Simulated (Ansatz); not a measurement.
## Ag (bcc)

The computed numbers are results of PBE, scalar-relativistic (no spin polarisation) in the plane-wave PAW code Ansatz at 420 eV, Γ-centred 18×18×18 mesh, 0.05 eV Gaussian smearing. The datasets are Ansatz's generated set soft_2.

```cif
data_structure
_symmetry_space_group_name_H-M 'P 1'
_symmetry_Int_Tables_number 1
_cell_length_a 2.8614
_cell_length_b 2.8614
_cell_length_c 2.8614
_cell_angle_alpha 109.471
_cell_angle_beta 109.471
_cell_angle_gamma 109.471
_cell_volume 18.03
loop_
_atom_site_label
_atom_site_type_symbol
_atom_site_fract_x
_atom_site_fract_y
_atom_site_fract_z
_atom_site_occupancy
Ag1 Ag 0.00000 0.00000 0.00000 1
```

At room temperature and ambient pressure Ag is fcc.

Cell and atoms are those of this level's equilibrium.

Path: Γ–H–N–Γ–P–H | P–N, with Γ = (0.000, 0.000, 0.000), H = (0.500, -0.500, 0.500), N = (0.000, 0.000, 0.500), P = (0.250, 0.250, 0.250) in reciprocal vectors of the calculation's cell.

Problem. Is it a metal or an insulator, and if it has a gap, where are the band edges on this path?

Solution. A metal: bands cross the Fermi level.

Bands as a text map, energy in eV from the Fermi level (dashes), each leg drawn with the same width:
```
  4.86 |      *   *                           *      
  4.57 |                              **             
  4.29 |           *                          **     
  4.00 |          * **                          ***  
  3.71 |              *                            **
  3.43 |                                       *     
  3.14 |                           *                 
  2.86 |                                             
  2.57 |           *                                 
  2.29 |                                        *    
  2.00 |                                             
  1.71 |     *                                       
  1.43 |            *                            *   
  1.14 |                                             
  0.86 |                                             
  0.57 |             *            *               *  
  0.29 |                                             
  0.00 |--------------*----------------------------**
 -0.29 |                                             
 -0.57 |                                             
 -0.86 |    *          *                             
 -1.14 |                                             
 -1.43 |                         *                   
 -1.71 |                                             
 -2.00 |                                             
 -2.29 |                                             
 -2.57 |   *      *******                          **
 -2.86 |      ****                       ***      *  
        Γ      H      N      Γ      P      HP       N
```

The calculation's cell holds 19 valence electrons, an odd number. Without magnetic order each band takes two, so one stays part-filled and the crystal must be a metal.
